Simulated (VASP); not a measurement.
**Ta: single point with PBE+D3(BJ)**

Crystal: Ta.

```
Ta
1.0
    -1.59433    1.63672    1.67555
     1.61797   -1.61566    1.67812
     1.63982    1.66115   -1.65448
Ta
1
Cartesian
  0.0000 0.0000 0.0000
```

The cell isn't the ideal one: cell strained at random at fixed volume.

| Item | Value |
| --- | --- |
| Program | VASP 6.6.1 |
| Task | single point |
| Functional | PBE |
| Dispersion | D3(BJ) |
| Potentials or basis | VASP PAW PBE potentials, release 64 (Ta_pv) |
| Cutoff | 520 eV |
| k mesh | 11 × 11 × 11 |
| Occupations | methfessel-paxton, width 0.05 eV |
| Spin | no spin polarisation |
| Dipole correction | no |
| Further INCAR settings | ALGO = Fast; EDIFF = 1e-06; NBANDS = 12 |

The pressure is -3.2 GPa, the band gap on the k mesh is none (metal or under the smearing width) and the dispersion energy per atom is -0.662 eV.

Stress tensor (GPa, compression positive):
```
-2.20 -2.63 -1.57
-2.63 -2.83 -0.93
-1.57 -0.93 -4.71
```

Levels at points of the mesh, in eV from the Fermi level:
| k point | band 4 | band 5 | band 6 | band 7 | band 8 | band 9 |
| --- | --- | --- | --- | --- | --- | --- |
| (0.00, 0.00, 0.00) | -7.89 | 0.42 | 0.76 | 1.08 | 3.82 | 4.28 |

Run time: 64 s on 1 thread of Intel(R) Xeon(R) Platinum 8488C (Sapphire Rapids) (shared host), peak memory 0.26 GiB.

Caveat: pairwise dispersion overbinds metals, which lowers pressure and volume. Spin-orbit coupling is left out, which matters for the levels of Ta.
